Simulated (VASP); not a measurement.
# MoS2 in VASP: notebook

Aim: see how the results for MoS2 move with the level of theory and the settings. Levels: PBE+D3(BJ), LDA. Tasks: band structure.

Program: VASP 6.6.1. These are calculated values, not measurements. Logs are shortened: lines on timing, memory, paths and dates and some standing lists are left out, and cuts for length are marked.

## (1) The structure

The cell holds a slab with vacuum, 9 atoms: a = 3.150 Å, b = 3.150 Å, c = 33.454 Å, α = 90.00°, β = 90.00°, γ = 120.00°.

## (2) Band structure, PBE+D3(BJ)

Input file INCAR:

```
SYSTEM = MoS2
PREC = Accurate
ENCUT = 520
EDIFF = 1E-6
ISMEAR = 0
SIGMA = 0.03
LREAL = .FALSE.
LASPH = .TRUE.
NELM = 80
ALGO = Normal
ISIF = 2
LWAVE = .FALSE.
LCHARG = .FALSE.
LMAXMIX = 4
LDIPOL = .TRUE.
IDIPOL = 3
DIPOL = 0.5 0.5 0.500
GGA = PE
IVDW = 12
NBANDS = 49
LVHAR = .TRUE.
LVACPOTAV = .TRUE.
KPAR = 4
```

Input file KPOINTS:

```
regular mesh
0
G
  12 12 1
  0 0 0
```

Input file POSCAR:

```
MoS2                                    
1.0
    3.1503598999      0.0000000000      0.0000000000
   -1.5751799500      2.7282916999      0.0000000000
    0.0000000000      0.0000000000     33.4542960000
  S               Mo            
     6     3
Direct
     0.3333333300000021    0.6666666699999979    0.2719756864358089
     0.3333333300000021    0.6666666699999979    0.3656268187180984
     0.6666666699999979    0.3333333300000021    0.4532201983573216
     0.6666666699999979    0.3333333300000021    0.5467798016426784
     0.3333333300000021    0.6666666699999979    0.6343731812819016
     0.3333333300000021    0.6666666699999979    0.7280243135641911
     0.6666666699999979    0.3333333300000021    0.3188259796683468
     0.3333333300000021    0.6666666699999979    0.5000000000000000
     0.6666666699999979    0.3333333300000021    0.6811740203316532
```

Input file KPOINTS_OPT:

```
explicit points
67
Reciprocal
 0.0000000000  0.0000000000  0.0000000000 1
 0.0357142900  0.0000000000  0.0000000000 1
 0.0714285700  0.0000000000  0.0000000000 1
 0.1071428600  0.0000000000  0.0000000000 1
 0.1428571400  0.0000000000  0.0000000000 1
 0.1785714300  0.0000000000  0.0000000000 1
 0.2142857100  0.0000000000  0.0000000000 1
 0.2500000000  0.0000000000  0.0000000000 1
 0.2857142900  0.0000000000  0.0000000000 1
 0.3214285700  0.0000000000  0.0000000000 1
 0.3571428600  0.0000000000  0.0000000000 1
 0.3928571400  0.0000000000  0.0000000000 1
 0.4285714300  0.0000000000  0.0000000000 1
 0.4642857100  0.0000000000  0.0000000000 1
 0.5000000000  0.0000000000  0.0000000000 1
 0.4791666700  0.0416666700  0.0000000000 1
 0.4583333300  0.0833333300  0.0000000000 1
 0.4375000000  0.1250000000  0.0000000000 1
 0.4166666700  0.1666666700  0.0000000000 1
 0.3958333300  0.2083333300  0.0000000000 1
 0.3750000000  0.2500000000  0.0000000000 1
 0.3541666700  0.2916666700  0.0000000000 1
 0.3333333300  0.3333333300  0.0000000000 1
 0.3137254900  0.3137254900  0.0000000000 1
 0.2941176500  0.2941176500  0.0000000000 1
 0.2745098000  0.2745098000  0.0000000000 1
 0.2549019600  0.2549019600  0.0000000000 1
 0.2352941200  0.2352941200  0.0000000000 1
 0.2156862700  0.2156862700  0.0000000000 1
 0.1960784300  0.1960784300  0.0000000000 1
 0.1764705900  0.1764705900  0.0000000000 1
 0.1568627500  0.1568627500  0.0000000000 1
 0.1372549000  0.1372549000  0.0000000000 1
 0.1176470600  0.1176470600  0.0000000000 1
 0.0980392200  0.0980392200  0.0000000000 1
 0.0784313700  0.0784313700  0.0000000000 1
 0.0588235300  0.0588235300  0.0000000000 1
 0.0392156900  0.0392156900  0.0000000000 1
 0.0196078400  0.0196078400  0.0000000000 1
 0.0000000000  0.0000000000  0.0000000000 1
 0.0000000000  0.0000000000  0.0000000000 1
 0.0060523400 -0.0030261700  0.0000000000 1
-0.0060523400  0.0030261700  0.0000000000 1
 0.0176526700 -0.0088263400  0.0000000000 1
-0.0176526700  0.0088263400  0.0000000000 1
 0.0000000000  0.0052414800  0.0000000000 1
-0.0000000000 -0.0052414800  0.0000000000 1
 0.0000000000  0.0152876600  0.0000000000 1
-0.0000000000 -0.0152876600  0.0000000000 1
 0.5000000000  0.0000000000  0.0000000000 1
 0.5060523400 -0.0030261700  0.0000000000 1
 0.4939476600  0.0030261700  0.0000000000 1
 0.5176526700 -0.0088263400  0.0000000000 1
 0.4823473300  0.0088263400  0.0000000000 1
 0.5000000000  0.0052414800  0.0000000000 1
 0.5000000000 -0.0052414800  0.0000000000 1
 0.5000000000  0.0152876600  0.0000000000 1
 0.5000000000 -0.0152876600  0.0000000000 1
 0.3333333300  0.3333333300  0.0000000000 1
 0.3393856700  0.3303071600  0.0000000000 1
 0.3272809900  0.3363595000  0.0000000000 1
 0.3509860000  0.3245069900  0.0000000000 1
 0.3156806600  0.3421596700  0.0000000000 1
 0.3333333300  0.3385748100  0.0000000000 1
 0.3333333300  0.3280918500  0.0000000000 1
 0.3333333300  0.3486209900  0.0000000000 1
 0.3333333300  0.3180456700  0.0000000000 1
```

Potentials or basis: VASP PAW PBE potentials, release 64 (S, Mo_sv).

Launch:

```console
cat potpaw_PBE.64/S/POTCAR potpaw_PBE.64/Mo_sv/POTCAR > POTCAR
mpirun -np 4 vasp_std > vasp.out
```

OUTCAR:

```text
SYSTEM = MoS2
   PREC = Accurate
   ENCUT = 520
   EDIFF = 1E-6
   ISMEAR = 0
   LREAL = .FALSE.
   LASPH = .TRUE.
   NELM = 80
   ISIF = 2
   GGA = PE
   IVDW = 12
 IVDW          = 12

 ion  position               nearest neighbor table
   1  0.333  0.667  0.272-   7 2.40   7 2.40   7 2.40
   2  0.333  0.667  0.366-   7 2.40   7 2.40   7 2.40
   3  0.667  0.333  0.453-   8 2.40   8 2.40   8 2.40
   4  0.667  0.333  0.547-   8 2.40   8 2.40   8 2.40
   5  0.333  0.667  0.634-   9 2.40   9 2.40   9 2.40
   6  0.333  0.667  0.728-   9 2.40   9 2.40   9 2.40
   7  0.667  0.333  0.319-   2 2.40   2 2.40   2 2.40   1 2.40   1 2.40   1 2.40
   8  0.333  0.667  0.500-   3 2.40   4 2.40   3 2.40   4 2.40   3 2.40   4 2.40
   9  0.667  0.333  0.681-   5 2.40   5 2.40   5 2.40   6 2.40   6 2.40   6 2.40

  LATTYP: Found a hexagonal cell.
 ALAT       =     3.1503598999
 C/A-ratio  =    10.6191981434

  Lattice vectors:

 A1 = (   3.1503598999,   0.0000000000,   0.0000000000)
 A2 = (  -1.5751799500,   2.7282916999,   0.0000000000)
 A3 = (   0.0000000000,   0.0000000000,  33.4542960000)

Analysis of symmetry for initial positions (statically):
=====================================================================
 Subroutine PRICEL returns:
 Original cell was already a primitive cell.

 Routine SETGRP: Setting up the symmetry group for a
 hexagonal supercell.

 Subroutine GETGRP returns: Found 12 space group operations
 (whereof 12 operations were pure point group operations)
 out of a pool of 24 trial point group operations.

The static configuration has the point symmetry D_3h.

Analysis of symmetry for dynamics (positions and initial velocities):
=====================================================================
 Subroutine PRICEL returns:
 Original cell was already a primitive cell.

 Routine SETGRP: Setting up the symmetry group for a
 hexagonal supercell.

 Subroutine GETGRP returns: Found 12 space group operations
 (whereof 12 operations were pure point group operations)
 out of a pool of 24 trial point group operations.

The dynamic configuration has the point symmetry D_3h.

 Subroutine INISYM returns: Found 12 space group operations
 (whereof 12 operations are pure point group operations),
 and found     1 'primitive' translations

----------------------------------------------------------------------------------------

[... 113 lines left out ...]
   EMIN   =  10.00;   EMAX   =-10.00  energy-range for DOS
   EFERMI =   0.00;   METHOD = LEGACY
   ISMEAR =     0;   SIGMA  =   0.03  broadening in eV -4-tet -1-fermi 0-gaus
   EFERMI_NEDOS =   21; number of points for ismear=-14 and -15
   IALGO  =     38    algorithm
   IMIX   =      4    mixing-type and parameters
     AMIX     =   0.40;   BMIX     =  1.00
     AMIX_MAG =   1.60;   BMIX_MAG =  1.00
  volume/ion in A,a.u.               =      31.95       215.60
  Fermi-wavevector in a.u.,A,eV,Ry     =   1.059755  2.002646 15.280435  1.123080
  Thomas-Fermi vector in A             =   2.195112
   LORBIT       =      0    0 simple, 1 ext, 2 COOP (PROOUT), +10 PAW based schemes
   GGA     = PE    functional components
   LHFCALC =     F    Hartree Fock is set to
   AEXX    =    0.0000 exact exchange contribution
   IVDW    =    12    specifies the selected vdW correction
   LEPSILON=     F    determine dielectric tensor
   LRPA    =     F    only Hartree local field effects (RPA)
 non-spin polarized calculation
 Gauss-broadening in eV      SIGMA  =   0.03
  energy-cutoff  :      520.00
  volume of cell :      287.54
 maximum number of plane-waves:      7782
 NGX is ok and might be reduce to    24
   NGX = 11   NGY = 11   NGZ =125

 dipolmoment           0.000000      0.000000     -0.000000 electrons x Angstroem

 number of electron      77.9999997 magnetization

 dipolmoment           0.000000      0.000000      0.000000 electrons x Angstroem

 Free energy of the ion-electron system (eV)
  ---------------------------------------------------
  ext. energy  EPLUGINS =         0.00000000
  ---------------------------------------------------
  free energy    TOTEN  =       -65.39550354 eV

  energy without entropy =      -65.39550354  energy(sigma->0) =      -65.39550354

 E-fermi :   2.0537     XC(G=0):  -6.3265

 val. band max:        1.8166263392   @ k =   0.0000   0.0000   0.0000
 cond. band min:       2.8452734315   @ k =   0.1667   0.1667   0.0000
 fundamental gap:      1.0286470923
 Fermi energy:         2.0536771556

 k-point     1 :       0.0000    0.0000    0.0000
  band No.  band energies     occupation
      1     -59.6138      2.00000
      2     -59.6114      2.00000
      3     -59.6114      2.00000
      4     -33.7770      2.00000
      5     -33.7743      2.00000
      6     -33.7743      2.00000
[... 977 lines left out ...]
     48       4.8355      0.00000
     49       6.1824      0.00000

------------------------ aborting loop because EDIFF is reached ----------------------------------------

 Edisp (eV)   -3.56116

 E8    (eV) :    -1.4693

  FORCE on cell =-STRESS in cart. coord.  units (eV):
  Direction    XX          YY          ZZ          XY          YZ          ZX
  --------------------------------------------------------------------------------------
  -------------------------------------------------------------------------------------
  Total      -0.02456    -0.02456    -0.09389     0.00000     0.00000     0.00000
  in kB      -0.13683    -0.13683    -0.52315     0.00000     0.00000     0.00000
  external pressure =       -0.27 kB  Pullay stress =        0.00 kB

 VOLUME and BASIS-vectors are now :
 -----------------------------------------------------------------------------
  energy-cutoff  :      520.00
  volume of cell :      287.54
      direct lattice vectors                 reciprocal lattice vectors
     3.150359900  0.000000000  0.000000000     0.317424051  0.183264861  0.000000000
    -1.575179950  2.728291700  0.000000000     0.000000000  0.366529723  0.000000000
     0.000000000  0.000000000 33.454296000     0.000000000  0.000000000  0.029891527

 POSITION                                       TOTAL-FORCE (eV/Angst)
 -----------------------------------------------------------------------------------
     -0.00000      1.81886      9.09876         0.000000     -0.000000     -0.000701
     -0.00000      1.81886     12.23179        -0.000000      0.000000      0.004439
      1.57518      0.90943     15.16216        -0.000000      0.000000     -0.003485
      1.57518      0.90943     18.29213        -0.000000      0.000000      0.003485
     -0.00000      1.81886     21.22251        -0.000000      0.000000     -0.004439
     -0.00000      1.81886     24.35554         0.000000     -0.000000      0.000701
      1.57518      0.90943     10.66610         0.000000     -0.000000     -0.000740
     -0.00000      1.81886     16.72715        -0.000000      0.000000      0.000000
      1.57518      0.90943     22.78820        -0.000000     -0.000000      0.000740
 -----------------------------------------------------------------------------------
    total drift:                               -0.000013      0.000008      0.000000

  FREE ENERGIE OF THE ION-ELECTRON SYSTEM (eV)
  ---------------------------------------------------
  free  energy   TOTEN  =       -68.9566626976 eV

  energy  without entropy=      -68.9566626976  energy(sigma->0) =      -68.95666270

 vacuum level on the upper side and lower side of the slab         7.109         7.109
```

It took 7.4 min on 4 MPI ranks of Intel Xeon Platinum 8488C (Sapphire Rapids), shared host; peak memory 0.53 GiB.

Results:

```yaml
Free_energy: -68.9567 eV
Largest_force: 0.004 eV/Å
Band_gap_on_the_k_mesh: 1.03 eV, indirect (least direct gap 1.73 eV)
Band_gap_along_the_path: 1.02 eV, indirect (least direct gap 1.73 eV)
Dispersion_energy_per_atom: -0.396 eV
Ionisation_potential_of_the_upper_face: 5.29 eV
```

Forces in eV/Å, atoms in the order of the input:
```
S    0.000  0.000 -0.001
S    0.000  0.000  0.004
S    0.000  0.000 -0.003
S    0.000  0.000  0.003
S    0.000  0.000 -0.004
S    0.000  0.000  0.001
Mo   0.000  0.000 -0.001
Mo   0.000  0.000  0.000
Mo   0.000  0.000  0.001
```

Levels at points of the mesh, in eV from the valence-band top:
```csv
k point,band 35,band 36,band 37,band 38,band 39,band 40,band 41,band 42,band 43,band 44
"(0.00, 0.00, 0.00)",-2.04,-1.65,-0.95,-0.33,0.00,2.21,2.21,2.23,2.23,2.24
"(0.50, 0.00, 0.00)",-1.52,-1.44,-1.33,-1.27,-1.23,1.74,1.76,1.78,2.15,2.27
```

## (3) Band structure, PBE+D3(BJ), spin-orbit coupling, no magnetisation

Changes to INCAR since step 2:

```diff
@@ -13,2 +13,7 @@
 LCHARG = .FALSE.
+LNONCOLLINEAR = .TRUE.
+MAGMOM = 0 0 0 0 0 0 0 0 0 0 0 0 0 0 0 0 0 0 0 0 0 0 0 0 0 0 0
+LORBIT = 11
+LSORBIT = .TRUE.
+GGA_COMPAT = .FALSE.
 LMAXMIX = 4
@@ -19,3 +24,3 @@
 IVDW = 12
-NBANDS = 49
+NBANDS = 99
 LVHAR = .TRUE.
```

KPOINTS is that of step 2.

POSCAR is that of step 2.

KPOINTS_OPT is that of step 2.

Potentials or basis: VASP PAW PBE potentials, release 64 (S, Mo_sv).

Launch:

```console
cat potpaw_PBE.64/S/POTCAR potpaw_PBE.64/Mo_sv/POTCAR > POTCAR
mpirun -np 4 vasp_ncl > vasp.out
```

OUTCAR:

```text
SYSTEM = MoS2
   PREC = Accurate
   ENCUT = 520
   EDIFF = 1E-6
   ISMEAR = 0
   LREAL = .FALSE.
   LASPH = .TRUE.
   NELM = 80
   ISIF = 2
   LNONCOLLINEAR = .TRUE.
   LORBIT = 11
   LSORBIT = .TRUE.
   GGA = PE
   IVDW = 12
 IVDW          = 12

 ion  position               nearest neighbor table
   1  0.333  0.667  0.272-   7 2.40   7 2.40   7 2.40
   2  0.333  0.667  0.366-   7 2.40   7 2.40   7 2.40
   3  0.667  0.333  0.453-   8 2.40   8 2.40   8 2.40
   4  0.667  0.333  0.547-   8 2.40   8 2.40   8 2.40
   5  0.333  0.667  0.634-   9 2.40   9 2.40   9 2.40
   6  0.333  0.667  0.728-   9 2.40   9 2.40   9 2.40
[... 2703 lines left out ...]
    8        2.294   6.227   3.966  12.486
    9        2.293   6.227   3.962  12.482
--------------------------------------------------
tot         15.070  32.741  11.889  59.700

 magnetization (x)

# of ion       s       p       d       tot
------------------------------------------
    1        0.000   0.000   0.000   0.000
    2        0.000   0.000   0.000   0.000
    3       -0.000   0.000   0.000   0.000
    4        0.000  -0.000   0.000  -0.000
    5       -0.000  -0.000   0.000  -0.000
    6       -0.000  -0.000   0.000  -0.000
    7       -0.000   0.000  -0.000  -0.000
    8        0.000   0.000  -0.000  -0.000
    9        0.000  -0.000   0.000   0.000
--------------------------------------------------
tot         -0.000   0.000  -0.000   0.000

 magnetization (y)

# of ion       s       p       d       tot
------------------------------------------
    1        0.000   0.000   0.000   0.000
    2        0.000   0.000   0.000   0.000
    3        0.000   0.000   0.000   0.000
    4        0.000   0.000   0.000   0.000
    5        0.000   0.000   0.000   0.000
    6        0.000   0.000   0.000   0.000
    7        0.000   0.000   0.000   0.000
    8        0.000   0.000  -0.000  -0.000
    9        0.000   0.000   0.000   0.000
--------------------------------------------------
tot          0.000   0.000   0.000   0.000

 magnetization (z)

# of ion       s       p       d       tot
------------------------------------------
    1        0.000  -0.000   0.000  -0.000
    2        0.000  -0.000   0.000  -0.000
    3       -0.000   0.000   0.000   0.000
    4       -0.000   0.000   0.000   0.000
    5       -0.000  -0.000   0.000  -0.000
    6        0.000  -0.000   0.000  -0.000
    7        0.000  -0.000  -0.000  -0.000
    8        0.000   0.000   0.000   0.000
    9       -0.000  -0.000  -0.000  -0.000
--------------------------------------------------
tot          0.000  -0.000  -0.000  -0.000
```

stdout:

```text
POSCAR found type information on POSCAR S Mo
 POSCAR found :  2 types and       9 ions
 scaLAPACK will be used
 LDA part: xc-table for (Slater+PW92), standard interpolation
 POSCAR, INCAR and KPOINTS ok, starting setup
 FFT: planning ... GRIDC
 FFT: planning ... GRID_SOFT
 FFT: planning ... GRID
 WAVECAR not read
 entering main loop
 -----------------------------------------------------------------------------
|                                                                             |
|           W    W    AA    RRRRR   N    N  II  N    N   GGGG   !!!           |
|           W    W   A  A   R    R  NN   N  II  NN   N  G    G  !!!           |
|           W    W  A    A  R    R  N N  N  II  N N  N  G       !!!           |
|           W WW W  AAAAAA  RRRRR   N  N N  II  N  N N  G  GGG   !            |
|           WW  WW  A    A  R   R   N   NN  II  N   NN  G    G                |
|           W    W  A    A  R    R  N    N  II  N    N   GGGG   !!!           |
|                                                                             |
|     Did not find any points to average over, which means that no vacuum     |
|     field-free region was found. Please increase the size of  your cell     |
|     in the dimension of the dipole correction to obtain accurate            |
|     workfunction values.                                                    |
|                                                                             |
 -----------------------------------------------------------------------------

 Start KPOINTS_OPT (optional k-point list driver)
k-point batch [1-31\67]
k-point batch [32-62\67]
k-point batch [63-67\67]
```

It took 32 min on 4 MPI ranks of Intel Xeon Platinum 8488C (Sapphire Rapids), shared host; peak memory 2.4 GiB.

Results:

```
Free energy                                           : -69.2516 eV
Largest force                                         : 0.007 eV/Å
Valence electrons inside the program's atomic spheres : S 3.71; Mo 12.48, 12.49
Dispersion energy per atom                            : -0.396 eV
Work function of the upper face                       : 5.03 eV
Work function of the lower face                       : 5.03 eV
```

Forces on the atoms (eV/Å):
```
S    0.000  0.000 -0.003
S    0.000  0.000  0.007
S    0.000  0.000 -0.006
S    0.000  0.000  0.006
S    0.000  0.000 -0.007
S    0.000  0.000  0.003
Mo   0.000  0.000 -0.001
Mo   0.000  0.000  0.000
Mo   0.000  0.000  0.001
```

## (4) Band structure, LDA

Input file INCAR:

```
SYSTEM = MoS2
PREC = Accurate
ENCUT = 520
EDIFF = 1E-6
ISMEAR = 0
SIGMA = 0.03
LREAL = .FALSE.
LASPH = .TRUE.
NELM = 80
ALGO = Normal
ISIF = 2
LWAVE = .FALSE.
LCHARG = .FALSE.
LMAXMIX = 4
LDIPOL = .TRUE.
IDIPOL = 3
DIPOL = 0.5 0.5 0.500
GGA = CA
NBANDS = 49
LVHAR = .TRUE.
LVACPOTAV = .TRUE.
KPAR = 4
```

KPOINTS is that of step 3.

POSCAR is that of step 3.

KPOINTS_OPT is that of step 3.

Potentials or basis: VASP PAW LDA potentials, release 64 (S, Mo_sv).

Launch:

```console
cat potpaw_LDA.64/S/POTCAR potpaw_LDA.64/Mo_sv/POTCAR > POTCAR
mpirun -np 4 vasp_std > vasp.out
```

Run time: 6.5 min. Hardware: 4 MPI ranks of Intel Xeon Platinum 8488C (Sapphire Rapids), shared host; peak memory 0.54 GiB.

Results (log left out):

```yaml
Free_energy: -73.2769 eV
Largest_force: 0.465 eV/Å
Band_gap_on_the_k_mesh: 0.96 eV, indirect (least direct gap 1.73 eV)
Band_gap_along_the_path: 0.95 eV, indirect (least direct gap 1.73 eV)
Ionisation_potential_of_the_upper_face: 5.52 eV
```

Forces on the atoms (eV/Å):
```
S    0.000  0.000  0.465
S    0.000  0.000 -0.384
S    0.000  0.000  0.371
S    0.000  0.000 -0.371
S    0.000  0.000  0.384
S    0.000  0.000 -0.465
Mo   0.000  0.000 -0.073
Mo   0.000  0.000  0.000
Mo   0.000  0.000  0.073
```

Levels at points of the mesh, in eV from the valence-band top:
```tsv
k point	band 37	band 38	band 39	band 40	band 41	band 42
(0.00, 0.00, 0.00)	-1.00	-0.33	0.00	2.18	2.18	2.20
(0.50, 0.00, 0.00)	-1.35	-1.28	-1.25	1.70	1.73	1.74
```

## (5) Summary

| level | potentials or basis | spin | gap on the mesh (eV) | largest force (eV/Å) |
| --- | --- | --- | --- | --- |
| PBE+D3(BJ) | VASP PAW PBE potentials, release 64 (S, Mo_sv) | off | 1.03 | - |
| PBE+D3(BJ) | VASP PAW PBE potentials, release 64 (S, Mo_sv) | SOC, no magnetisation | - | 0.01 |
| LDA | VASP PAW LDA potentials, release 64 (S, Mo_sv) | off | 0.96 | 0.47 |

Alike in all rows: task band structure; cell as given; k mesh 12 × 12 × 1; cutoff (eV) 520; smearing gaussian 0.03 eV.

Total energies depend on the potentials used, so only differences within one code and one set of settings carry meaning.
